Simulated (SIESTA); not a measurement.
Crystal: VO2.

```
V O
1.0
     4.50720    0.00000    0.00000
     0.00000    4.50720    0.00000
     0.00000    0.00000    3.04445
V O
2 4
Cartesian
  2.2536 2.2536 1.5222
  0.0000 0.0000 0.0000
  0.9031 3.6041 1.5222
  3.6041 0.9031 1.5222
  3.1567 3.1567 0.0000
  1.3505 1.3505 0.0000
```

The cell is a database's computed one.

```yaml
Program: SIESTA 5.4.2
Task: relaxation of cell and atoms
Functional: PBE
Potentials_or_basis: PseudoDojo 0.4 standard (PBE files)
Basis: TZP (energy shift 0.02 Ry)
Grid_cutoff: 800 Ry
Energy_shift: 0.02 Ry
k_mesh: 4 × 4 × 6
Occupations: fermi-dirac, width 0.05 eV
Spin: collinear spin, ferromagnetic start
Starting_moments: "[2.0, 2.0, 0.0, 0.0, 0.0, 0.0] μB"
```

At the start: pressure -16.1 GPa; volume 10.31 Å³/atom.

Task: Where does the relaxation end?

Result: Over 16 steps the energy falls by 71.3 meV/atom and the volume is 9.66 Å³/atom (-6.3 %); space group P4_2/mnm (No. 136, to 0.05 Å); moment 2.00 μB per cell.

The path:
| step | energy change (eV) | largest force (eV/Å) | pressure (GPa) | volume (Å³) |
| --- | --- | --- | --- | --- |
| 1 | 0.0000 | 0.2667 | -16.10 | 61.85 |
| 2 | -0.1965 | 0.0799 | -8.91 | 59.95 |
| 3 | -0.2962 | 0.2709 | 1.49 | 57.73 |
| 4 | -0.2047 | 0.8005 | 14.38 | 55.56 |
| 5 | -0.2963 | 0.2750 | 1.59 | 57.72 |
| 6 | -0.3876 | 0.0962 | 2.87 | 57.34 |
| 7 | -0.3916 | 0.4630 | 4.20 | 56.93 |
| 8 | -0.4002 | 0.2552 | 3.49 | 57.15 |
| 9 | -0.4033 | 0.2314 | -0.90 | 58.39 |
| 10 | -0.4273 | 0.0191 | 0.78 | 57.82 |
| 11 | -0.3765 | 0.3305 | -7.80 | 59.53 |
| 12 | -0.4278 | 0.0186 | -0.13 | 57.98 |
| 13 | -0.4273 | 0.0150 | -0.23 | 58.02 |
| 14 | -0.4275 | 0.0052 | -0.20 | 58.01 |
| 15 | -0.4275 | 0.0024 | 0.22 | 57.91 |
| 16 | -0.4275 | 0.0013 | 0.03 | 57.96 |

Final structure:
```
V O
1.0
     4.53090    0.00000    0.00000
     0.00000    4.53090    0.00000
     0.00000    0.00000    2.82326
V O
2 4
Direct
  0.50000 0.50000 0.50000
  0.00000 0.00000 0.00000
  0.20090 0.79910 0.50000
  0.79910 0.20090 0.50000
  0.70090 0.70090 0.00000
  0.29910 0.29910 0.00000
```

Caveat: semicore shells carry a single zeta, which can move pressures by several GPa and volumes by a few percent; the basis of atomic orbitals isn't converged, which shifts pressures, moduli and gaps.
